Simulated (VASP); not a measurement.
Write the native input for VASP 6.6.1 that does the following.

| Property | Result |
| --- | --- |
| Task | electrostatic potential |
| Functional | PBE |
| Potentials or basis | VASP PAW PBE potentials, release 64 (O, Li_sv) |
| Cutoff | 520 eV |
| k mesh | 10 × 10 × 10 |
| Occupations | gaussian, width 0.02 eV |
| Spin | no spin polarisation |
| Further INCAR settings | ALGO = Normal; EDIFF = 1e-07 |

The structure of Li2O lies in POSCAR:

```
Li2O
1.0
    0.0000000000      2.3000000000      2.3000000000
    2.3000000000      0.0000000000      2.3000000000
    2.3000000000      2.3000000000      0.0000000000
O Li
1 2
Direct
    0.0000000000      0.0000000000      0.0000000000
    0.2500000000      0.2500000000      0.2500000000
    0.7500000000      0.7500000000      0.7500000000
```

The cell was built by a generator and needn't be a form met in nature.

These files were run (other wordings do the same):

INCAR

```
SYSTEM = Li2O
  PREC = Accurate
  ENCUT = 520
  EDIFF = 1E-7
  ISMEAR = 0
  SIGMA = 0.02
  LREAL = .False.
  LASPH = .True.
  NELM = 100
  ALGO = Normal
  ISIF = 2
  LWAVE = .False.
  LCHARG = .True.
  GGA = PE
  LVHAR = .True.
```

KPOINTS

```
Automatic mesh
0
Gamma
  10 10 10
  0 0 0
```

Potentials or basis: VASP PAW PBE potentials, release 64 (O, Li_sv).

Launch:

```bash
$ cat potpaw_PBE.64/O/POTCAR potpaw_PBE.64/Li_sv/POTCAR > POTCAR
$ mpirun -np 1 vasp_std > vasp.out
```

Results of the run:

| Quantity | Value |
| --- | --- |
| Band gap on the k mesh | 5.00 eV, indirect (least direct gap 5.37 eV) |

It took 7.3 s on 1 thread of Intel(R) Xeon(R) Platinum 8488C (Sapphire Rapids) (shared host), peak memory 0.13 GiB.
